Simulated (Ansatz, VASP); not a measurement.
# Two plane-wave programs on IrO

INCAR

```
SYSTEM = IrO
ALGO = Normal
EDIFF = 1E-6
ENCUT = 520
GGA = PE
ISIF = 2
ISMEAR = 0
LASPH = .TRUE.
LCHARG = .TRUE.
LELF = .TRUE.
LREAL = .FALSE.
LVHAR = .TRUE.
LWAVE = .FALSE.
NBANDS = 14
NELM = 80
PREC = Accurate
SIGMA = 0.1
```

The input KPOINTS:

```
k-points
0
G
  16 16 16
  0 0 0
```

File POSCAR:

```
IrO
1.0
    0.0000000000      2.6026921985      2.6026921985
    2.6026921985      0.0000000000      2.6026921985
    2.6026921985      2.6026921985      0.0000000000
Ir O
1 1
Direct
    0.0000000000      0.0000000000      0.0000000000
    0.2500000000      0.2500000000      0.2500000000
```

Input for Ansatz:

```yaml
crystal:
  lattice:
    - [0.0, 2.6026921978, 2.6026921978]
    - [2.6026921978, 0.0, 2.6026921978]
    - [2.6026921978, 2.6026921978, 0.0]
  atoms:
    - { symbol: Ir, position: [0.0, 0.0, 0.0] }
    - { symbol: O, position: [0.25, 0.25, 0.25] }
basis:
  ecutwfc: 420
kpoints:
  mp_grid: { grid: [16, 16, 16] }
hamiltonian:
  xc: pbe
scf:
  occupations: { method: gaussian, width: 0.1 }
output:
  forces: true
  stress: true
  eigenvalues: true
```

Alike in both runs: task single point; functional PBE; k mesh 16 × 16 × 16; occupations gaussian, width 0.1 eV; no spin polarisation.

|  | VASP | Ansatz |
| --- | --- | --- |
| version | VASP 6.6.1 | Ansatz 0.2.0 |
| potentials or method | VASP PAW PBE potentials, release 64 (Ir, O) | scalar-relativistic, plane waves, PAW |
| plane-wave cutoff (eV) | 520 | 420 |
| valence electrons in the cell | 15 | 23 |

|  | VASP | Ansatz | Ansatz less VASP |
| --- | --- | --- | --- |
| gap on the k mesh at the Fermi level (eV) | none | none | - |
| pressure (GPa) | -24.4 | -24.5 | -0.15 |

A gap of «none» marks a metal or a gap that the smearing closes. With one functional, cell and mesh, what is left measures potentials, basis and numerics. The two sets of potentials don't hold the same shells in valence.

Caveats: so large a pressure means that the cell lies far from this level's equilibrium, or that cutoff or potentials fall short (VASP); an odd number of electrons without spin polarisation forces a metal; a magnetic or distorted state may lie lower. Spin-orbit coupling is left out, which matters for the levels of Ir.
